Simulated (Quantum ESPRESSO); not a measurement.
CuI (Marshite) under changes of volume

One of the cells (27.859 Å³/atom); the others are scaled copies at fixed shape and fractional positions:

```xyz
2
Lattice="0.0000 3.0315 3.0315 3.0315 0.0000 3.0315 3.0315 3.0315 0.0000" Properties=species:S:1:pos:R:3 pbc="T T T"
I     0.0000    0.0000    0.0000
Cu    4.5473    4.5473    4.5473
```

| Item | Value |
| --- | --- |
| Program | Quantum ESPRESSO 7.5 |
| Functional | PBEsol |
| Potentials or basis | GBRV 1.5 PBEsol |
| Cutoff | 762 eV |
| Density cutoff | 6095 eV |
| k mesh | 8 × 8 × 8 |
| Occupations | fermi-dirac, width 0.05 eV |
| Spin | no spin polarisation |

| volume (Å³/atom) | energy over the lowest point (meV/atom) | pressure (GPa) | gap on the mesh (eV) |
| --- | --- | --- | --- |
| 26.188 | 0.00 | 0.0 | 1.16 |
| 26.745 | 1.54 | -1.0 | 1.10 |
| 27.302 | 6.30 | -1.9 | 1.05 |
| 27.859 | 13.90 | -2.7 | 1.00 |
| 28.417 | 23.97 | -3.4 | 0.95 |
| 28.974 | 36.22 | -3.9 | 0.90 |
| 29.531 | ? | ? | ? |

Problem. What does the run at 29.531 Å³/atom give?

Solution. Energy over the lowest point 50.35 meV/atom; pressure -4.4 GPa; gap on the mesh 0.86 eV.

Worked out: A Birch-Murnaghan fit of order 3 (a polynomial in V^(-2/3)) to the other rows has its minimum at 26.22 Å³/atom with B0 = V·E''(V) = 49 GPa and B' = 5.1. It gives 50.36 meV/atom at 29.531 Å³/atom, against the run's 50.35, and -dE/dV = -4.3 GPa, against -4.4. A straight line through the other rows of the gap, of slope -2.54 eV per unit of ln V (its deformation potential), extrapolates to 0.85 eV, against the run's 0.86.

Energies are extrapolated to zero smearing.

Caveats: spin-orbit coupling is left out, which moves the levels of the heavy elements.
